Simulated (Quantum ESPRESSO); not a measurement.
The system is Ti.

```
CELL_PARAMETERS angstrom
-1.64100 1.64100 1.64100
1.64100 -1.64100 1.64100
1.64100 1.64100 -1.64100
ATOMIC_POSITIONS crystal
Ti 0.00000 0.00000 0.00000
```

This isn't the form of Ti at room conditions, which is hcp.

| Quantity | Value |
| --- | --- |
| Program | Quantum ESPRESSO 7.5 |
| Task | phonon dispersion |
| Functional | PBEsol |
| Potentials or basis | PseudoDojo 0.4.1 SR PBEsol standard |
| Cutoff | 1143 eV |
| Density cutoff | 4572 eV |
| k mesh | 10 × 10 × 10 |
| Occupations | cold, width 0.2 eV |
| Spin | no spin polarisation |
| Mixing beta | 0.5 |
| Most SCF iterations | 120 |
| SCF threshold | 2e-10 Ry |
| q mesh | 2 × 2 × 2 |

The cell and the atoms were relaxed first, to 16.52 Å³/atom (a = 2.779 Å, b = 2.779 Å, c = 2.779 Å, α = 109.47°, β = 109.47°, γ = 109.47°), and the response was taken there.

Is this structure dynamically stable at this level, and how far does the spectrum reach?

No: the interpolated spectrum has imaginary modes, down to 159i cm⁻¹ near N. The highest frequency is 223 cm⁻¹.

Phonon frequencies at the corners of the path (cm⁻¹, interpolated; i marks imaginary ones):
```csv
point,frequencies
Γ,0 0 0
H,223 223 223
N,159i 158 174
P,51 51 51
```

Phonon states per cell in windows of 20 cm⁻¹ (negative: imaginary):
| from (cm⁻¹) | total |
| --- | --- |
| -160 | 0.06 |
| -140 | 0.15 |
| -120 | 0.26 |
| -100 | 0.16 |
| -80 | 0.09 |
| -60 | 0.04 |
| -40 | 0.03 |
| -20 | 0.03 |
| 0 | 0.03 |
| 20 | 0.04 |
| 40 | 0.06 |
| 60 | 0.09 |
| 80 | 0.13 |
| 100 | 0.19 |
| 120 | 0.26 |
| 140 | 0.42 |
| 160 | 0.57 |
| 180 | 0.27 |
| 200 | 0.13 |
| 220 | 0.00 |

A q mesh this small can miss soft modes between its points.

Caveat: the mesh is thin for the phonons of a metal; some modes are imaginary; the q mesh is small, so phonon branches between its points and thermal values are rough.
